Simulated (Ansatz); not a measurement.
# HgTe: the cost of one run

Computed with Ansatz 0.2.0 (DFT PBEsol, scalar-relativistic, plane waves, PAW, unless a step's input says otherwise).

1 further run of the same task is left out (set aside as unsound or not needed).

## (1) The starting structure

It takes space group F-43m (No. 216, cubic). Conventional cell: a = 6.512 Å, b = 6.512 Å, c = 6.512 Å, α = 90.00°, β = 90.00°, γ = 90.00°. Around Hg (site symmetry -43m) lie 4 Te at 2.82 Å. Te (site symmetry -43m) has 4 Hg at 2.82 Å as nearest neighbours.

Structure file:

```
CELL_PARAMETERS angstrom
0.00000 3.25589 3.25589
3.25589 0.00000 3.25589
3.25589 3.25589 0.00000
ATOMIC_POSITIONS crystal
Hg 0.00000 0.00000 0.00000
Te 0.75000 0.75000 0.75000
```

This cell was relaxed beforehand with the same method: volume 34.51 Å³/atom, gap on the mesh none (metal).

## (2) The reference cell

The reference gives a free energy of -20569.8157 eV, pressure -0.05 GPa, largest force 0.000 eV/Å and gap on the mesh none (metal). It was computed beforehand with the settings of the runs below.

## (3) The scan: freezing in a mode

Mode 4 of the phonon run on this cell, counted from the lowest, is frozen in: each atom moves by x times its row below, so x is the largest displacement.

```
atom     ux     uy      uz
 Hg1  0.000  0.000  -0.636
 Te2  0.000  0.000   1.000
```

## (4) x = -0.120 Å

File input.yaml:

```yaml
crystal:
  lattice:
    - [0.0, 3.2558862265, 3.2558862265]
    - [3.2558862265, 0.0, 3.2558862265]
    - [3.2558862265, 3.2558862265, 0.0]
  atoms:
    - { symbol: Hg, position: [0.0117224691, 0.0117224691, -0.0117224691] }
    - { symbol: Te, position: [0.7315718376, 0.7315718376, 0.7684281624] }
basis:
  ecutwfc: 420
kpoints:
  mp_grid: { grid: [16, 16, 16] }
hamiltonian:
  xc: pbesol
scf:
  occupations: { method: gaussian, width: 0.15 }
output:
  forces: true
  stress: true
  eigenvalues: true
```

On the command line:

```sh
> ansatz run input.yaml --threads 2 --pin off --max-ram 5120MiB --backend cpu --events-out ev --progress --plain --runs-dir out
```

What time and memory should one allow on 2 threads of Intel Xeon at 2.70GHz, shared host?

About 49 s, with a peak of 1.1 GiB.
